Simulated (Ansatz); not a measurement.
## One structure, 3 elements: Li2O, Li2S, Li2Se

Plane-wave DFT in Ansatz with scalar-relativistic PAW potentials, cutoff 420 eV, Γ-centred meshes chosen by cell and gap, Gaussian smearing with energies taken to zero width. Every cell was relaxed (cell and atoms) in a run of its own, within the symmetry of its start. Functional: PBE.

All members share space group Fm-3m and the same sites; only the element on one set of sites changes (O, S, Se). Members needn't be the stable form of their composition. Energies over the elements, where given, are against the elements' standard states in the same functional (H₂, N₂, O₂ and halogens uncorrected, Hg as a solid). The first member:

Space group Fm-3m (No. 225). a = 4.626 Å, b = 4.626 Å, c = 4.626 Å, α = 90.00°, β = 90.00°, γ = 90.00°
```csv
atom,site,symmetry,x,y,z
Li,8c,-43m,0.2500,0.7500,0.7500
O,4a,m-3m,0.0000,0.0000,0.0000
```

| compound | V (Å³/atom) | a (Å) | gap on mesh (eV) | energy over elements (eV/atom) |
| --- | --- | --- | --- | --- |
| Li2O | 8.25 | 4.626 | 4.98 | -1.841 |
| Li2Se | 18.06 | 6.006 | 2.98 | -1.271 |

Predict the member with S.

V (Å³/atom) 15.48, a (Å) 5.705, gap on mesh (eV) 3.39, energy over elements (eV/atom) -1.358. Interpolating linearly in period between O and Se would give 13.15 Å³/atom (15.0 % too small) and a gap of 3.98 eV, with -1.556 eV/atom over the elements. Over the whole series the volume grows at each step down the group; the gap narrows; binding against the elements weakens. The p levels of the anion rise down the group and lift the valence band, the usual cause of such narrowing. Less electronegative, larger anions gain less from charge transfer and lattice energy, in line with the weaker binding.